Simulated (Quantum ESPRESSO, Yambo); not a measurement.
An input for Yambo 5.3.0 (SiC (F-43m)):

```
HF_and_locXC
gw0
dyson
ppa
em1d
rim_cut
RandQpts= 1000000
RandGvec= 1 RL
EXXRLvcs= 74 Ry
VXCRLvcs= 296 Ry
Chimod= "HARTREE"
% BndsRnXp
 1 | 65 |
%
NGsBlkXp= 15.5 Ry
% LongDrXp
 1 | 1 | 1 |
%
% GbndRnge
 1 | 65 |
%
DysSolver= "n"
ExtendOut
PPAPntXp= 27.21138 eV
% QPkrange
 1 | 1 | 3 | 6 |
 7 | 7 | 3 | 6 |
%
```

```sh
OMP_NUM_THREADS=1 mpirun -n 4 yambo -F gw3.in -J gw3 -C gw3 > gw3.log
```

The stored states that it reads are on a 4×4×4 mesh. The structure is cubic, space group F-43m (No. 216). The conventional cell has a = 4.358 Å, b = 4.358 Å, c = 4.358 Å, α = 90.00°, β = 90.00°, γ = 90.00°. Nearest to Si lie 4 C at 1.89 Å. C has 4 Si at 1.89 Å nearest. Farther neighbours are not listed.

Question: Estimate wall time and host memory on 4 MPI ranks of Arm Neoverse V1, shared host.

It took 19 s; on shared hardware allow 9.5 s to 38 s. Peak host memory was 1.1 GiB.

The screening grows as filled bands × empty bands × pairs of k points, times the square of the screening basis for the matrix.

[Paths, hosts, dates, memory and timing lines, banners, echoed tables and standing remarks are left out of the program output.]

[Logs are printed without paths, hosts, clocks, repeated set-up lines and the standing remarks that a program may print on its own settings, such as how far it seeks lower states.]

[Runs of the session that timed out or met a known fault of the program may be left out.]

[Hosts, paths, dates, database ids (printed as entryN), source tags and the programs' standing remarks are cut or masked in the printed files.]
